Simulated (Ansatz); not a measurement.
**Structure relaxation of Ta**

Level of theory: Ansatz, DFT PBE, scalar-relativistic, plane waves, PAW. Cutoff 420 eV, Γ-centred k mesh, Gaussian smearing, no spin polarisation in the final step.

The start puts Ta on the trigonal selenium structure type (P3_121, No. 152), at a guessed volume.

```yaml
crystal:
  lattice:
    - [3.86158, 0.00000, 0.00000]
    - [-1.93079, 3.34423, 0.00000]
    - [0.00000, 0.00000, 4.38110]
  atoms:
    - { symbol: Ta, position: [0.22540, 0.00000, 0.33333] }
    - { symbol: Ta, position: [0.00000, 0.22540, 0.66667] }
    - { symbol: Ta, position: [0.77460, 0.77460, 0.00000] }
```

Cell and atoms relax at zero pressure; the relaxation can't lower the symmetry of the start. After a coarse first stage the cell is made exact in the group found at 0.06 Å.

(1) Which crystal results?

(2) What are its volume, density and gap?

Answers

(1) It ends in Im-3m (No. 229). The result has the bcc structure. Conventional cell: a = 3.319 Å. Around Ta lie 8 Ta at 2.87 Å and 6 Ta at 3.32 Å.

```cif
data_structure
_symmetry_space_group_name_H-M 'Im-3m'
_symmetry_Int_Tables_number 229
_cell_length_a 3.3188
_cell_length_b 3.3188
_cell_length_c 3.3188
_cell_angle_alpha 90.000
_cell_angle_beta 90.000
_cell_angle_gamma 90.000
_cell_volume 36.56
loop_
_atom_site_label
_atom_site_type_symbol
_atom_site_symmetry_multiplicity
_atom_site_Wyckoff_symbol
_atom_site_fract_x
_atom_site_fract_y
_atom_site_fract_z
_atom_site_occupancy
Ta1 Ta 2 a 0.00000 0.00000 0.00000 1
```

(2) The volume per atom is 18.28 Å³, the density is 16.44 g/cm³ and the gap on the 18×18×18 mesh is 0 eV (a metal).

The final run used a 18×18×18 mesh on its 1-atom cell and 0.10 eV smearing. Spin–orbit coupling is left out. A structure relaxed within its symmetry needn't be a true minimum. The steps took about 50 core-seconds in all.